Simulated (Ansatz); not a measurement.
# CdSe under changes of volume

One of the cells (28.942 Å³/atom); the others are scaled copies at fixed shape and fractional positions:

```xyz
2
Lattice="0.0000 3.0703 3.0703 3.0703 0.0000 3.0703 3.0703 3.0703 0.0000" Properties=species:S:1:pos:R:3 pbc="T T T"
Cd    0.0000    0.0000    0.0000
Se    1.5351    1.5351    1.5351
```

Measurements of this composition are mostly on another form, of space group No. 186.

| Item | Value |
| --- | --- |
| Program | Ansatz 0.2.0 |
| Functional | r2SCAN |
| Dispersion | rVV10 |
| Potentials or basis | Ansatz PAW |
| Cutoff | 500 eV (not typed: the program's choice for these potentials) |
| k mesh | 8 × 8 × 8 |
| Occupations | fermi-dirac, width 0.05 eV |
| Spin | no spin polarisation |

```tsv
volume (Å³/atom)	energy over the lowest point (meV/atom)	pressure (GPa)	gap on the mesh (eV)
27.206	9.01	2.5	1.11
27.784	?	?	?
28.363	0.00	0.0	1.02
28.942	1.75	-1.0	0.98
29.521	7.08	-1.9	0.94
30.100	15.62	-2.8	0.89
30.679	27.00	-3.5	0.85
```

**Question.** What does the run at 27.784 Å³/atom give?

**Answer.** Energy over the lowest point 2.25 meV/atom; pressure 1.2 GPa; gap on the mesh 1.07 eV.

Worked out: A Birch-Murnaghan fit of order 3 (a polynomial in V^(-2/3)) to the other rows has its minimum at 28.39 Å³/atom with B0 = V·E''(V) = 54 GPa and B' = 4.6. It gives 2.26 meV/atom at 27.784 Å³/atom, against the run's 2.25, and -dE/dV = 1.2 GPa, against 1.2. A straight line through the other rows of the gap, of slope -2.16 eV per unit of ln V (its deformation potential), gives 1.07 eV, against the run's 1.07.

Energies are extrapolated to zero smearing.

Caveats: the PAW data sets come from PBE, with cores solved anew for the run's functional, which leaves a small shift of forces and pressure.

Spin-orbit coupling on Cd, Se is left out.
